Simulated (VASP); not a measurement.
## A VASP 6.6.1 single-point calculation on LiH

INCAR

```
LWAVE = .FALSE.
ISMEAR = -1
LREAL = .FALSE.
ISIF = 2
EDIFF = 1E-5
ENCUT = 200
LASPH = .TRUE.
GGA = PE
IBRION = -1
SIGMA = 0.02
NBANDS = 9
PREC = Accurate
NELM = 120
NSW = 0
LCHARG = .FALSE.
```

KPOINTS

```
KPOINTS created by Atomic Simulation Environment
0
Gamma
10 10 10
0 0 0
```

POSCAR

```
Li H
 1.0000000000000000
     0.0596000000000000    2.0196999999999998    2.0424000000000002
     2.0194000000000001    0.0589000000000000    2.0432000000000001
     2.0413000000000001    2.0424000000000002    0.0370000000000000
 Li  H
   1   1
Cartesian
  0.0935570900000000  2.0142679900000000  2.0287012200000003
  2.0126144500000001  2.0743219499999999  2.0364919000000006
```

The recommended PBE PAW datasets give the neutral cell 4 valence electrons.

Command

```
mpirun -np 1 vasp_std
```

Problem. How does this run end, and what does it give?

Solution. It converged. Results: gap between bands v and c on the k mesh 2.38 eV; least direct gap on the k mesh 2.44 eV; pressure -11.1 GPa; largest force 0.14 eV/Å. Band v is the last that the valence electrons fill when counted band by band, and c is the next.

OSZICAR

```
N       E                     dE             d eps       ncg     rms          rms(c)
DAV:   1    -0.862185025987E+01   -0.86219E+01   -0.74121E+02 10031   0.186E+02
DAV:   2    -0.105465015902E+02   -0.19247E+01   -0.19160E+01 11481   0.296E+01
DAV:   3    -0.105617139367E+02   -0.15212E-01   -0.15210E-01 10745   0.211E+00
DAV:   4    -0.105617357462E+02   -0.21810E-04   -0.21809E-04 11312   0.745E-02
DAV:   5    -0.105617358034E+02   -0.57168E-07   -0.57176E-07 10215   0.289E-03    0.409E+00
DAV:   6    -0.102810636673E+02    0.28067E+00   -0.16704E-01  9586   0.161E+00    0.215E+00
DAV:   7    -0.102084615008E+02    0.72602E-01   -0.25025E-01  9707   0.203E+00    0.330E-01
DAV:   8    -0.102097431166E+02   -0.12816E-02   -0.44840E-03 10366   0.359E-01    0.572E-02
DAV:   9    -0.102096703267E+02    0.72790E-04   -0.23411E-04 10529   0.639E-02    0.134E-02
DAV:  10    -0.102096774832E+02   -0.71566E-05   -0.18804E-05  9774   0.233E-02
   1 F= -.10209677E+02 E0= -.10209677E+02  d E =-.412636E-13
```

These settings aren't sound, so the numbers aren't properties of the crystal.

On sound settings PBE gives a gap of 2.85 eV on its mesh and a pressure of -0.4 GPa for the intended cell.
